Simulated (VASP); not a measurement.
Wanted: the native input for a VASP 6.6.1 run.

- Task: relaxation of cell and atoms
- Functional: PBEsol
- Potentials or basis: VASP PAW PBE potentials, release 64 (Si, O)
- Cutoff: 600 eV
- k mesh: 8 × 8 × 10
- Occupations: gaussian, width 0.03 eV
- Spin: no spin polarisation
- Further INCAR settings: ALGO = Normal; EDIFF = 1e-07; IBRION = 2; EDIFFG = -0.005; NSW = 90; ISIF = 3

The structure of SiO2 (Stishovite) lies in POSCAR:

```
SiO2                                    
1.0
    4.1920503188     -0.0000000000      0.0000000000
   -0.0000000000      4.1920503188      0.0000000000
    0.0000000000      0.0000000000      2.6827024090
  Si              O             
     2     4
Direct
     0.0000000000000000    0.0000000000000000    0.0000000000000000
     0.5000000000000000    0.5000000000000000    0.5000000000000000
     0.3058244602396206    0.3058244602396206    0.0000000000000000
     0.1941755397603795    0.8058244602396205    0.5000000000000000
     0.6941755397603795    0.6941755397603795    0.0000000000000000
     0.8058244602396205    0.1941755397603795    0.5000000000000000
```

The input as run:

INCAR

```
SYSTEM = SiO2
PREC = Accurate
ENCUT = 600
EDIFF = 1E-7
ISMEAR = 0
SIGMA = 0.03
LREAL = .FALSE.
LASPH = .TRUE.
NELM = 80
ALGO = Normal
ISIF = 3
LWAVE = .FALSE.
LCHARG = .FALSE.
GGA = PS
IBRION = 2
NSW = 90
EDIFFG = -0.005
KPAR = 2
```

KPOINTS

```
regular mesh
0
G
  8 8 10
  0 0 0
```

Potentials or basis: VASP PAW PBE potentials, release 64 (Si, O).

Command:

```sh
$ cat potpaw_PBE.64/Si/POTCAR potpaw_PBE.64/O/POTCAR > POTCAR
$ mpirun -np 2 vasp_std > vasp.out
```

It gave:

- Pressure after relaxing: 0.0 GPa
- Band gap on the k mesh: 5.34 eV, direct

Caveat: the relaxation stopped at its first step, so nothing moved; the PAW data sets were made with another functional, which shifts forces and pressure a little.

It took 34 s on 2 MPI ranks on AMD EPYC 7R13 Processor (Zen 3) (shared host), peak memory 0.2 GiB a rank.
